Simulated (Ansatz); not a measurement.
# HfB2 (P6/mmm) in Ansatz: a series of runs

Runs on HfB2. Level: PBEsol. Tasks: single point, equation of state.

All numbers are computed with Ansatz 0.2.0; they aren't measurements. Logs are shortened: lines on timing, memory, paths and dates and some standing lists are left out, and cuts for length are marked.

## 1. Starting point

The structure is hexagonal, space group P6/mmm (No. 191). The conventional cell has a = 3.140 Å, b = 3.140 Å, c = 3.480 Å, α = 90.00°, β = 90.00°, γ = 120.00°. Hf (site symmetry 6/mmm) has 12 B at 2.51 Å as nearest neighbours. B (site symmetry -6m2) is surrounded by 3 B at 1.81 Å.

## 2. Single point, PBEsol, 9.31 Å³/atom (volume scaled by 0.94)

input.yaml

```yaml
crystal:
  lattice:
    - [3.0759003814, 0.0, 0.0]
    - [-1.5379501907, 2.6638078698, 0.0]
    - [0.0, 0.0, 3.4089596583]
  atoms:
    - { symbol: Hf, position: [0.0, 0.0, 0.0] }
    - { symbol: B, position: [0.6666666667, 0.3333333333, 0.5] }
    - { symbol: B, position: [0.3333333333, 0.6666666667, 0.5] }
hamiltonian:
  xc: pbesol
  pseudopotentials: { kind: paw }
kpoints:
  mp_grid: { grid: [10, 10, 8] }
scf:
  occupations: { method: fermi_dirac, width: 0.05 }
output:
  forces: true
  stress: true
  eigenvalues: true
```

Potentials or basis: Ansatz PAW.

Launch:

```bash
> ansatz run input.yaml --threads 2 --pin off --max-ram 5632MiB --backend cpu --events-out ev --progress --plain --runs-dir out
```

What it wrote:

```text
Warning: RAYON_NUM_THREADS=2 ignored (pool sized by the plan → 2); use --threads N
Engine: ansatz 0.2.0, x86_64-unknown-linux-gnu
Pseudopotentials: kind: paw
Pseudopotential: Hf, paw, valence charge 26, recommended cutoff 420 eV (normal), Hf.paw.azcp
Pseudopotential: B, paw, valence charge 3, recommended cutoff 420 eV (normal), B.paw.azcp
Functional definition: PBEsol
  exchange = pbesol_x
  correlation = pbesol_c
Crystal: 3 atoms, lattice volume = 27.932 Å³
Basis set: ecut = 420 eV, 563 PW (Γ), exchange–correlation on 48×48×48 points (8 copies of the dense FFT grid, shifted against one another)
Bands: 20, of which v1, the nominal top of the filled ones, is band 16 counted from 1 (15 counted from 0)
Symmetry: 24 space group operations
Space group: P6/mmm (ITA 191), of the structure as read, at distance tolerance 3.0e-5 Å
k-points: 70 of 800
Non-local potential: Hf, projectors of the file, l = 0: 3, l = 1: 2, l = 2: 2, l = 3: 3
Non-local potential: B, projectors of the file, l = 0: 2, l = 1: 2, l = 2: 1
PAW form: soft (Blöchl's): semilocal exchange-correlation on the pseudo side does not see the compensation charge
PAW frozen core: Hf, regenerated for the run's functional, and the local potential with it (the file was generated under x = pbe(κ = 0.804, μ = 0.2195149727645171), c = pbe(β = 0.06672455060314922))
PAW frozen core: B, regenerated for the run's functional, and the local potential with it (the file was generated under x = pbe(κ = 0.804, μ = 0.2195149727645171), c = pbe(β = 0.06672455060314922))
PAW one-centre angular grid: Hf, 590 points (default); XC on 64 Gauss nodes
PAW one-centre angular grid: B, 110 points (default); XC on 64 Gauss nodes
Initial density: superposition of atomic densities (neutral atoms: chi_scale 0, normalization atom), corrected by the library's trained network
Initial wavefunctions: pseudopotential atomic-orbital guess
Functional: x = pbesol(κ = 0.804, μ = 0.12345679012345678), c = pbesol(β = 0.046)
SCF iter   1: F=—  HF=-15906.557385 eV  |F-HF|=—  |Δ(HF+E_count)|=         —  Δρ=4.99e-3  dr2=9.85e-3  ethr=1.77e-3  ⟨swp⟩=4.5  Hψ=5552  notcnv=0
preconditioner: auto → none  [insulator: Δε(μ)=0.305 eV  Ē_g=17.621 eV  σ=0.050 eV  W_gap=0.77  n_scr=8 (ndim 8)  ℏωp=38.5 eV  f_vac=0.000  D(μ)=0.30/eV (n_scr^D=0)  ε∞_Penn≈5.8]
SCF iter   2: F=—  HF=-15906.554132 eV  |F-HF|=—  |Δ(HF+E_count)|=   3.25e-3  Δρ=1.49e-3  dr2=6.65e-4  ethr=3.08e-5  ⟨swp⟩=2.0  Hψ=2537  notcnv=0
SCF iter   3: F=—  HF=-15906.553940 eV  |F-HF|=—  |Δ(HF+E_count)|=   1.91e-4  Δρ=7.37e-4  dr2=6.78e-5  ethr=2.08e-6  ⟨swp⟩=2.1  Hψ=2378  notcnv=0
SCF iter   4: F=—  HF=-15906.553939 eV  |F-HF|=—  |Δ(HF+E_count)|=   1.25e-6  Δρ=2.78e-4  dr2=1.06e-5  ethr=2.12e-7  ⟨swp⟩=2.0  Hψ=2498  notcnv=0
SCF iter   5: F=—  HF=-15906.553935 eV  |F-HF|=—  |Δ(HF+E_count)|=   4.03e-6  Δρ=7.37e-5  dr2=3.84e-7  ethr=3.31e-8  ⟨swp⟩=2.0  Hψ=2510  notcnv=0
SCF iter   6: F=-15906.553935 eV  HF=-15906.553935 eV  |F-HF|=3.01e-9  |Δ(HF+E_count)|=   3.06e-7  Δρ=5.50e-6  dr2=3.89e-9  ethr=3.13e-10  ⟨swp⟩=5.0  Hψ=5724  notcnv=0
SCF 1 converged in 6 iterations: F = -15906.553935 eV  dr2 = 3.89e-9
SCF converged after 6 iterations
Free energy (F): -15906.553935 eV
Harris-Foulkes:  -15906.553935 eV  (|F-HF|=3.01e-9)
Internal energy: -15906.551424 eV  (E = F + TS)
E sigma→0 (E₀):  -15906.552680 eV
Entropy (-TS):   -0.002511 eV (-0.837 meV/atom)
Fermi energy:    21.561207 eV
--- Per-component energies (eV) ---
  E_band       = 170.691890
  E_kinetic    = 532.371377
  E_local      = -5120.704216  (includes V_loc(G=0)·N_el)
  E_nonlocal   = -1215.287227
  E_hartree    = 2456.222587
  E_xc         = -366.640628
  E_vxc        = -348.799665  (∫ρ·V_xc dr)
  E_paw        = -6959.948098  (= ΣΔE_a)
  E_vpaw       = 1410.670292  (= ΣTr[D̂ρ^β])
  E_aug_tail   = -0.000006  (compensation charges beyond the density's cutoff)
  E_ewald      = -5233.845726
  E_core_change = 1.280513  (= ΣΔE_core)
  E_smearing   = -0.002511  (= −TS)
  E_closure    = 0.000000  (closes the sum)
  Σ components = -15906.553935   (vs F -15906.553935, Δ=0.00e0)
--- Forces (eV/Å), atoms counted from 1 ---
  atom   1  Hf    -0.00000000     0.00000000     0.00000000
  atom   2  B      0.00000000     0.00000000     0.00000000
  atom   3  B      0.00000000    -0.00000000    -0.00000000
  max |Σ_I F_I| component: 1.48e-16 eV/Å
--- Stress (GPa, compression-positive) ---
       13.783514       0.000000      -0.000000
       -0.000000      13.783514      -0.000000
       -0.000000      -0.000000      10.799210
  P = ⅓ Tr σ = 12.7887 GPa (127.887 kbar)
--- Band table (eV; the first three rows and the last of 70) ---
  k-point 0: bands = ["-39.8367", "-8.7645", "-8.1934", "-8.1934", "7.6307", "10.1950", "10.2065", "10.2338", "10.2338", "10.2339", "10.2339", "10.3414", "18.4775", "18.6583", "18.6583", "19.0258", "25.9623", "25.9623", "26.6535", "26.6535"]
  k-point 1: bands = ["-39.8352", "-8.8187", "-8.1895", "-8.1895", "7.9033", "10.1919", "10.2064", "10.2295", "10.2295", "10.2378", "10.2378", "10.3414", "17.1161", "18.8298", "18.8298", "20.3105", "24.5181", "24.5181", "26.0929", "26.0929"]
  k-point 2: bands = ["-39.8318", "-8.9467", "-8.1800", "-8.1800", "8.6543", "10.1873", "10.2061", "10.2194", "10.2194", "10.2474", "10.2474", "10.3414", "15.4599", "19.3263", "19.3263", "21.8382", "23.1369", "23.1369", "24.8108", "24.8108"]
  k-point 69: bands = ["-39.7549", "-8.8817", "-8.8708", "-8.7074", "10.1867", "10.2000", "10.2257", "10.2310", "10.2350", "10.2456", "10.3087", "11.9030", "12.9149", "16.1584", "18.4132", "18.4384", "26.5353", "27.6839", "28.7682", "29.2003"]
```

It took 0.52 s on 2 threads of AMD EPYC 9R45 (Zen 5), shared host; peak memory 0.39 GiB.

Results:

```
Free energy            : -15906.5539 eV
Pressure               : 12.8 GPa
Band gap on the k mesh : none (metal or under the smearing width)
```

Caveat: the PAW data sets come from PBE, with cores solved anew for the run's functional, which leaves a small shift of forces and pressure.

## 3. Single point, PBEsol, 9.51 Å³/atom (volume scaled by 0.96)

Changes to input.yaml since step 2:

```diff
@@ -2,5 +2,5 @@
   lattice:
-    - [3.0759003814, 0.0, 0.0]
-    - [-1.5379501907, 2.6638078698, 0.0]
-    - [0.0, 0.0, 3.4089596583]
+    - [3.0975623654, 0.0, 0.0]
+    - [-1.5487811827, 2.6825676982, 0.0]
+    - [0.0, 0.0, 3.4329672075]
   atoms:
```

Potentials or basis: Ansatz PAW.

Launch:

```bash
> ansatz run input.yaml --threads 2 --pin off --max-ram 5632MiB --backend cpu --events-out ev --progress --plain --runs-dir out
```

Wall time 0.54 s (2 threads of AMD EPYC 9R45 (Zen 5), shared host); peak memory 0.38 GiB.

It converged, with:

- Free energy: -15906.5895 eV
- Pressure: 6.5 GPa
- Band gap on the k mesh: none (metal or under the smearing width)

Caveat: the PAW data sets come from PBE, with cores solved anew for the run's functional, which leaves a small shift of forces and pressure.

## 4. Single point, PBEsol, 9.71 Å³/atom (volume scaled by 0.98)

Changes to input.yaml since step 3:

```diff
@@ -2,5 +2,5 @@
   lattice:
-    - [3.0975623654, 0.0, 0.0]
-    - [-1.5487811827, 2.6825676982, 0.0]
-    - [0.0, 0.0, 3.4329672075]
+    - [3.1189255395, 0.0, 0.0]
+    - [-1.5594627698, 2.7010687497, 0.0]
+    - [0.0, 0.0, 3.4566435916]
   atoms:
@@ -20 +20,5 @@
   eigenvalues: true
+  write_density: true
+  write_potential: true
+  elf: true
+  volumetric_format: npy
```

Launch:

```bash
> ansatz run input.yaml --threads 2 --pin off --max-ram 5632MiB --backend cpu --events-out ev --progress --plain --runs-dir out
```

It took 0.65 s on 2 threads of AMD EPYC 9R45 (Zen 5), shared host; peak memory 0.39 GiB.

The run converged. Its results:

```yaml
Free_energy: -15906.6029 eV
Pressure: 0.8 GPa
Band_gap_on_the_k_mesh: none (metal or under the smearing width)
```

Caveat: the PAW data sets come from PBE, with cores solved anew for the run's functional, which leaves a small shift of forces and pressure.

## 5. Single point, PBEsol, 9.90 Å³/atom

Changes to input.yaml since step 4:

```diff
@@ -2,5 +2,5 @@
   lattice:
-    - [3.1189255395, 0.0, 0.0]
-    - [-1.5594627698, 2.7010687497, 0.0]
-    - [0.0, 0.0, 3.4566435916]
+    - [3.14, 0.0, 0.0]
+    - [-1.57, 2.7193197679, 0.0]
+    - [0.0, 0.0, 3.48]
   atoms:
@@ -20,5 +20 @@
   eigenvalues: true
-  write_density: true
-  write_potential: true
-  elf: true
-  volumetric_format: npy
```

Launch:

```bash
> ansatz run input.yaml --threads 2 --pin off --max-ram 5632MiB --backend cpu --events-out ev --progress --plain --runs-dir out
```

It took 0.52 s on 2 threads of AMD EPYC 9R45 (Zen 5), shared host; peak memory 0.38 GiB.

It converged, with:

```yaml
Free_energy: -15906.5963 eV
Pressure: -4.3 GPa
Band_gap_on_the_k_mesh: none (metal or under the smearing width)
```

Caveat: the PAW data sets come from PBE, with cores solved anew for the run's functional, which leaves a small shift of forces and pressure.

## 6. Single point, PBEsol, 10.10 Å³/atom (volume scaled by 1.02)

Changes to input.yaml since step 5:

```diff
@@ -2,5 +2,5 @@
   lattice:
-    - [3.14, 0.0, 0.0]
-    - [-1.57, 2.7193197679, 0.0]
-    - [0.0, 0.0, 3.48]
+    - [3.160795308, 0.0, 0.0]
+    - [-1.580397654, 2.7373290329, 0.0]
+    - [0.0, 0.0, 3.5030470293]
   atoms:
```

Potentials or basis: Ansatz PAW.

Launch:

```bash
> ansatz run input.yaml --threads 2 --pin off --max-ram 5632MiB --backend cpu --events-out ev --progress --plain --runs-dir out
```

Wall time 0.53 s (2 threads of AMD EPYC 9R45 (Zen 5), shared host); peak memory 0.39 GiB.

It converged, with:

```
Free energy            : -15906.5715 eV
Pressure               : -9.0 GPa
Band gap on the k mesh : none (metal or under the smearing width)
```

Caveat: the PAW data sets come from PBE, with cores solved anew for the run's functional, which leaves a small shift of forces and pressure.

## 7. Single point, PBEsol, 10.30 Å³/atom (volume scaled by 1.04)

Changes to input.yaml since step 6:

```diff
@@ -2,5 +2,5 @@
   lattice:
-    - [3.160795308, 0.0, 0.0]
-    - [-1.580397654, 2.7373290329, 0.0]
-    - [0.0, 0.0, 3.5030470293]
+    - [3.181320528, 0.0, 0.0]
+    - [-1.590660264, 2.7551043948, 0.0]
+    - [0.0, 0.0, 3.5257947253]
   atoms:
```

Launch:

```bash
> ansatz run input.yaml --threads 2 --pin off --max-ram 5632MiB --backend cpu --events-out ev --progress --plain --runs-dir out
```

It took 0.56 s on 2 threads of AMD EPYC 9R45 (Zen 5), shared host; peak memory 0.39 GiB.

Results (log left out):

```yaml
Free_energy: -15906.5302 eV
Pressure: -13.2 GPa
Band_gap_on_the_k_mesh: none (metal or under the smearing width)
```

Caveat: the PAW data sets come from PBE, with cores solved anew for the run's functional, which leaves a small shift of forces and pressure.

## 8. Single point, PBEsol, 10.50 Å³/atom (volume scaled by 1.06)

Changes to input.yaml since step 7:

```diff
@@ -2,5 +2,5 @@
   lattice:
-    - [3.181320528, 0.0, 0.0]
-    - [-1.590660264, 2.7551043948, 0.0]
-    - [0.0, 0.0, 3.5257947253]
+    - [3.2015842624, 0.0, 0.0]
+    - [-1.6007921312, 2.7726533036, 0.0]
+    - [0.0, 0.0, 3.548252622]
   atoms:
```

Launch:

```bash
> ansatz run input.yaml --threads 2 --pin off --max-ram 5632MiB --backend cpu --events-out ev --progress --plain --runs-dir out
```

It took 0.55 s on 2 threads of AMD EPYC 9R45 (Zen 5), shared host; peak memory 0.39 GiB.

Results (log left out):

| Item | Value |
| --- | --- |
| Free energy | -15906.4739 eV |
| Pressure | -17.1 GPa |
| Band gap on the k mesh | none (metal or under the smearing width) |

Caveat: the PAW data sets come from PBE, with cores solved anew for the run's functional, which leaves a small shift of forces and pressure.

## 9. Equation of state, PBEsol

Potentials or basis: Ansatz PAW.

No new run: the results of the series are fitted here.

Results:

```
Equilibrium volume                        : 9.74 Å³/atom
Bulk modulus at fixed shape and positions : 262 GPa
Pressure derivative of the bulk modulus   : 3.8
```

Energy against volume, from the lowest point:
```
volume (Å³/atom)  energy (meV/atom)
           9.311              16.34
           9.509               4.47
           9.707               0.00
           9.905               2.21
          10.103              10.48
          10.301              24.26
          10.499              43.01
```

Caveat: the cell was scaled at fixed shape and fractional positions, which overstates the stiffness of a crystal with free parameters, most of all of layers and chains. The run has no spin-orbit coupling, so splittings on Hf are missing.
